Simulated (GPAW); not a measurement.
The system is ZnO (zincite).

```
CELL_PARAMETERS angstrom
3.24931 0.00000 0.00000
-1.62465 2.81398 0.00000
0.00000 0.00000 5.20571
ATOMIC_POSITIONS crystal
Zn 0.66667 0.33333 0.00000
Zn 0.33333 0.66667 0.50000
O 0.33333 0.66667 0.87901
O 0.66667 0.33333 0.37901
```

| Item | Value |
| --- | --- |
| Program | GPAW 26.7.0 |
| Task | relaxation of cell and atoms |
| Functional | BP86 |
| Potentials or basis | PAW data sets generated in the run's folder for this functional |
| Cutoff | 800 eV |
| Basis | pw |
| k mesh | 6 × 6 × 3 |
| Occupations | fermi-dirac, width 0.05 eV |
| Spin | no spin polarisation |

At the start: pressure 3.6 GPa; volume 11.90 Å³/atom.

Problem. Where does the relaxation end?

Solution. Over 6 steps the energy falls by 3.9 meV/atom and the volume is 12.22 Å³/atom (+2.7 %); space group P6_3mc (No. 186, to 0.05 Å).

Step by step:
```
step  energy change (eV)  largest force (eV/Å)  pressure (GPa)  volume (Å³)
   1              0.0000                0.0666            3.55        47.60
   2             -0.0032                0.0486            3.13        47.73
   3             -0.0147                0.0442            0.40        48.67
   4             -0.0150                0.0425            0.17        48.76
   5             -0.0153                0.0287           -0.07        48.85
   6             -0.0154                0.0109           -0.13        48.87
```

Final structure:
```
Zn O
1.0
     3.27356    0.00000    0.00000
    -1.63678    2.83499    0.00000
     0.00000    0.00000    5.26593
Zn O
2 2
Cartesian
  1.6368 0.9450 -0.0032
  0.0000 1.8900 2.6298
  0.0000 1.8900 4.6320
  1.6368 0.9450 1.9990
```

Caveat: the k mesh is coarse; later steps reuse the first step's grids.
